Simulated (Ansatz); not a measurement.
ZnS: stiffness from a series of strains

```xyz
4
Lattice="3.8110 0.0000 0.0000 -1.9055 3.3004 0.0000 0.0000 0.0000 6.2340" Properties=species:S:1:pos:R:3 pbc="T T T"
Zn    0.0000    2.2003    0.0000
Zn    1.9055    1.1001    3.1170
S     0.0000    2.2003    2.4001
S     1.9055    1.1001    5.5171
```

Atoms are numbered in the order listed.

The cell is COD entry 9008878, as deposited and not checked against the literature; nothing was relaxed. It differs from other determinations.

The calculation used DFT, PBEsol, all-electron LAPW, scalar-relativistic in Ansatz 0.2.0.

Sampling and basis: a Γ-centred 8×8×5 k mesh, Fermi–Dirac smearing of 0.03 eV, basis error target 1 meV/atom, no spin polarisation.

The strain is applied along the Cartesian axes of the cell as listed (γ is the engineering shear, twice εxy = εyz = εzx). Fractional coordinates are held (clamped ions).

σ is the change of stress from the unstrained cell, which is at -1.28 GPa; tension is positive, so slopes are stress–strain coefficients at that pressure.

Only quantities that a quadratic follows smoothly over the whole series are listed; rougher ones are left out.

```
      γ  σxy (GPa)  σyz (GPa)
-0.0300      -1.77      -1.11
-0.0200      -1.17      -0.74
-0.0100      -0.58      -0.37
 0.0000       0.00       0.00
 0.0200       1.15       0.72
 0.0300       1.72       1.08
```

(1) Fit the series and read off the stiffness at zero strain.

(2) One run, at γ = 0.0100, is withheld. Predict its row.

Answers

(1) Least-squares fits y = p0 + p1 x + p2 x² to the rows give σxy (GPa): p1 = 58.1, p2 = -30; σyz (GPa): p1 = 36.5, p2 = -15.

(2) The fits give 0.58, 0.36; the run gave 0.58, 0.36.
